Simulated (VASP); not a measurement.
# SiO2 (P4_2/mnm) in VASP: a series of runs, part 2 of 2

VASP 6.6.1. Earlier steps stand in the parts before.

## Step 3: Band structure, r2SCAN

This run uses another cell than the first one, of 7.79 Å³/atom, 0.969 times its volume.

Contents of INCAR:

```
PREC = Accurate
ENCUT = 520
EDIFF = 1E-7
ISMEAR = 0
SIGMA = 0.02
LREAL = F
LASPH = T
NELM = 60
ALGO = Normal
ISIF = 2
LWAVE = F
LCHARG = F
METAGGA = R2SCAN
LMIXTAU = T
KPAR = 2
```

Contents of KPOINTS:

```
Automatic mesh
0
Gamma
  6 6 9
```

Contents of POSCAR:

```
SiO2                                    
1.0
    4.1811140600     -0.0000000000      0.0000000000
   -0.0000000000      4.1811140600      0.0000000000
    0.0000000000      0.0000000000      2.6721352277
  Si              O             
     2     4
Direct
     0.5000000000000000    0.5000000000000000    0.5000000000000000
     0.0000000000000000    0.0000000000000000    0.0000000000000000
     0.6941076145871449    0.6941076145871449    0.0000000000000000
     0.8058923854128551    0.1941076145871449    0.5000000000000000
     0.3058923854128552    0.3058923854128552    0.0000000000000000
     0.1941076145871449    0.8058923854128551    0.5000000000000000
```

Contents of KPOINTS_OPT:

```
path GXMGZRAZ,XR,MA
20
line-mode
reciprocal
 0.0000000000  0.0000000000  0.0000000000  G
 0.0000000000  0.5000000000  0.0000000000  X

 0.0000000000  0.5000000000  0.0000000000  X
 0.5000000000  0.5000000000  0.0000000000  M

 0.5000000000  0.5000000000  0.0000000000  M
 0.0000000000  0.0000000000  0.0000000000  G

 0.0000000000  0.0000000000  0.0000000000  G
 0.0000000000  0.0000000000  0.5000000000  Z

 0.0000000000  0.0000000000  0.5000000000  Z
 0.0000000000  0.5000000000  0.5000000000  R

 0.0000000000  0.5000000000  0.5000000000  R
 0.5000000000  0.5000000000  0.5000000000  A

 0.5000000000  0.5000000000  0.5000000000  A
 0.0000000000  0.0000000000  0.5000000000  Z

 0.0000000000  0.5000000000  0.0000000000  X
 0.0000000000  0.5000000000  0.5000000000  R

 0.5000000000  0.5000000000  0.0000000000  M
 0.5000000000  0.5000000000  0.5000000000  A
```

Potentials or basis: VASP PAW PBE potentials, release 64 (Si, O).

The run is started by

```
$ cat potpaw_PBE.64/Si/POTCAR potpaw_PBE.64/O/POTCAR > POTCAR
$ mpirun -np 2 vasp_std > vasp.out
```

OUTCAR:

```text
PREC = Accurate
   ENCUT = 520
   EDIFF = 1E-7
   ISMEAR = 0
   LREAL = F
   LASPH = T
   NELM = 60
   ISIF = 2
   METAGGA = R2SCAN

 ion  position               nearest neighbor table
   1  0.500  0.500  0.500-   3 1.76   5 1.76   3 1.76   5 1.76   4 1.81   6 1.81
   2  0.000  0.000  0.000-   4 1.76   6 1.76   4 1.76   6 1.76   5 1.81   3 1.81
   3  0.694  0.694  0.000-   1 1.76   1 1.76   2 1.81
   4  0.806  0.194  0.500-   2 1.76   2 1.76   1 1.81
   5  0.306  0.306  0.000-   1 1.76   1 1.76   2 1.81
   6  0.194  0.806  0.500-   2 1.76   2 1.76   1 1.81

  LATTYP: Found a simple tetragonal cell.
 ALAT       =     4.1811140600
 C/A-ratio  =     0.6390964679

  Lattice vectors:

 A1 = (   4.1811140600,   0.0000000000,   0.0000000000)
 A2 = (   0.0000000000,   4.1811140600,   0.0000000000)
 A3 = (   0.0000000000,   0.0000000000,   2.6721352277)

Analysis of symmetry for initial positions (statically):
=====================================================================
 Subroutine PRICEL returns:
 Original cell was already a primitive cell.

 Routine SETGRP: Setting up the symmetry group for a
 simple tetragonal supercell.

 Subroutine GETGRP returns: Found 16 space group operations
 (whereof  8 operations were pure point group operations)
 out of a pool of 16 trial point group operations.

The static configuration has the point symmetry D_2h.
 The point group associated with its full space group is D_4h.

Analysis of symmetry for dynamics (positions and initial velocities):
=====================================================================
 Subroutine PRICEL returns:
 Original cell was already a primitive cell.

 Routine SETGRP: Setting up the symmetry group for a
 simple tetragonal supercell.

 Subroutine GETGRP returns: Found 16 space group operations
 (whereof  8 operations were pure point group operations)
 out of a pool of 16 trial point group operations.

The dynamic configuration has the point symmetry D_2h.
 The point group associated with its full space group is D_4h.
[... 130 lines left out ...]
  Thomas-Fermi vector in A             =   2.561588
   LORBIT       =      0    0 simple, 1 ext, 2 COOP (PROOUT), +10 PAW based schemes
   METAGGA = R2SCAN    functional components
   LHFCALC =     F    Hartree Fock is set to
   AEXX    =    0.0000 exact exchange contribution
   IVDW    =     0    specifies the selected vdW correction
   LEPSILON=     F    determine dielectric tensor
   LRPA    =     F    only Hartree local field effects (RPA)
 non-spin polarized calculation
 Gauss-broadening in eV      SIGMA  =   0.02
  energy-cutoff  :      520.00
  volume of cell :       46.71
 maximum number of plane-waves:      1272
 NGX is ok and might be reduce to    32
   NGX = 15   NGY = 15   NGZ =  9

 number of electron      31.9999974 magnetization

 Free energy of the ion-electron system (eV)
  ---------------------------------------------------
  ext. energy  EPLUGINS =         0.00000000
  ---------------------------------------------------
  free energy    TOTEN  =       -58.78575407 eV

  energy without entropy =      -58.78575407  energy(sigma->0) =      -58.78575407

 E-fermi :   7.9648     XC(G=0): -12.8718

 val. band max:        7.8044415644   @ k =   0.0000   0.0000   0.0000
 cond. band min:      14.3097613376   @ k =   0.0000   0.0000   0.0000
 fundamental gap:      6.5053197733
 Fermi energy:         7.9648416005

 k-point     1 :       0.0000    0.0000    0.0000
  band No.  band energies     occupation
      1     -15.7334      2.00000
      2     -12.1458      2.00000
      3     -12.1458      2.00000
      4     -11.8698      2.00000
      5      -3.2458      2.00000
      6       1.2981      2.00000
[... 541 lines left out ...]
     19      19.5892      0.00000
     20      19.5893      0.00000

 [... further k-points ...]

------------------------ aborting loop because EDIFF is reached ----------------------------------------

  FORCE on cell =-STRESS in cart. coord.  units (eV):
  Direction    XX          YY          ZZ          XY          YZ          ZX
  --------------------------------------------------------------------------------------
  -------------------------------------------------------------------------------------
  Total        0.1225640      0.1225640      0.1247215     -0.0000000      0.0000000      0.0000000
  in kB        4.2036918      4.2036918      4.2776900     -0.0000000      0.0000000      0.0000000
  external PRESSURE =       4.2283579 kB  Pullay stress =       0.0000000 kB

 VOLUME and BASIS-vectors are now :
 -----------------------------------------------------------------------------
  energy-cutoff  :      520.00
  volume of cell :       46.71
      direct lattice vectors                 reciprocal lattice vectors
     4.181114060  0.000000000  0.000000000     0.239170706  0.000000000  0.000000000
     0.000000000  4.181114060  0.000000000     0.000000000  0.239170706  0.000000000
     0.000000000  0.000000000  2.672135228     0.000000000  0.000000000  0.374232557

 POSITION                                       TOTAL-FORCE (eV/Angst)
 -----------------------------------------------------------------------------------
      2.09056      2.09056      1.33607         0.000000     -0.000000      0.000000
      0.00000      0.00000      0.00000         0.000000     -0.000000      0.000000
      2.90214      2.90214      0.00000        -0.000306     -0.000306     -0.000000
      3.36953      0.81159      1.33607         0.000306     -0.000306     -0.000000
      1.27897      1.27897      0.00000         0.000306      0.000306      0.000000
      0.81159      3.36953      1.33607        -0.000306      0.000306      0.000000
 -----------------------------------------------------------------------------------
    total drift:                                0.000000     -0.000000     -0.000000

  FREE ENERGIE OF THE ION-ELECTRON SYSTEM (eV)
  ---------------------------------------------------
  free  energy   TOTEN  =       -58.7857540669 eV

  energy  without entropy=      -58.7857540669  energy(sigma->0) =      -58.78575407
```

OSZICAR:

```text
N       E                     dE             d eps       ncg     rms          rms(c)
DAV:   1     0.153167460763E+03    0.15317E+03   -0.18763E+04  2008   0.158E+03
DAV:   2    -0.657041880245E+02   -0.21887E+03   -0.21024E+03  2724   0.335E+02
DAV:   3    -0.728161102301E+02   -0.71119E+01   -0.70892E+01  2400   0.645E+01
[... 47 lines left out ...]
       N       E                     dE             ncg
DAV:   1     0.276081140667E+05   -0.30382E+05     1200
DAV:   2     0.211482329162E+05   -0.64599E+04     1636
DAV:   3     0.209520762060E+05   -0.19616E+03     1440
DAV:   4     0.209505940699E+05   -0.14821E+01     1424
DAV:   5     0.209505783789E+05   -0.15691E-01     1392
DAV:   6     0.209505781280E+05   -0.25098E-03     1424
DAV:   7     0.209505781226E+05   -0.53677E-05     1396
DAV:   8     0.209505781225E+05   -0.11633E-06      980
DAV:   9     0.209505781225E+05   -0.14395E-07      904
```

Run time: 89 s. Hardware: 2 MPI ranks of Intel Xeon Platinum 8488C (Sapphire Rapids), shared host; peak memory 0.18 GiB.

Results:

| Quantity | Value |
| --- | --- |
| Free energy | -58.7858 eV |
| Pressure | 0.4 GPa |
| Band gap on the k mesh | 6.51 eV, direct |
| Band gap along the path | 6.51 eV, direct |

Levels at the corners of the path, in eV from the valence-band top:
| point | band 13 | band 14 | band 15 | band 16 | band 17 | band 18 | band 19 | band 20 |
| --- | --- | --- | --- | --- | --- | --- | --- | --- |
| Γ | -2.52 | -0.88 | -0.88 | 0.00 | 6.51 | 7.61 | 9.44 | 9.44 |
| X | -2.72 | -2.72 | -1.08 | -1.08 | 8.69 | 8.69 | 10.02 | 10.02 |
| X | -2.72 | -2.72 | -1.08 | -1.08 | 8.69 | 8.69 | 10.02 | 10.02 |
| M | -2.70 | -2.70 | -2.32 | -2.32 | 8.39 | 8.39 | 11.03 | 11.03 |
| M | -2.70 | -2.70 | -2.32 | -2.32 | 8.39 | 8.39 | 11.03 | 11.03 |
| Γ | -2.52 | -0.88 | -0.88 | 0.00 | 6.51 | 7.61 | 9.44 | 9.44 |
| Γ | -2.52 | -0.88 | -0.88 | 0.00 | 6.51 | 7.61 | 9.44 | 9.44 |
| Z | -3.12 | -3.12 | -2.71 | -2.71 | 10.15 | 10.15 | 13.74 | 13.77 |
| Z | -3.12 | -3.12 | -2.71 | -2.71 | 10.15 | 10.15 | 13.74 | 13.79 |
| R | -2.31 | -2.31 | -1.80 | -1.80 | 9.81 | 9.81 | 10.91 | 10.91 |
| R | -2.31 | -2.31 | -1.80 | -1.80 | 9.81 | 9.81 | 10.91 | 10.91 |
| A | -1.78 | -1.78 | -1.61 | -1.61 | 8.15 | 8.15 | 12.02 | 12.02 |
| A | -1.78 | -1.78 | -1.61 | -1.61 | 8.15 | 8.15 | 12.02 | 12.02 |
| Z | -3.12 | -3.12 | -2.71 | -2.71 | 10.15 | 10.15 | 13.74 | 13.74 |
| X | -2.72 | -2.72 | -1.08 | -1.08 | 8.69 | 8.69 | 10.02 | 10.02 |
| R | -2.31 | -2.31 | -1.80 | -1.80 | 9.81 | 9.81 | 10.91 | 10.91 |
| M | -2.70 | -2.70 | -2.32 | -2.32 | 8.39 | 8.39 | 11.03 | 11.03 |
| A | -1.78 | -1.78 | -1.61 | -1.61 | 8.15 | 8.15 | 12.02 | 12.02 |

Caveat: the PAW data sets were made with another functional, which shifts forces and pressure a little.
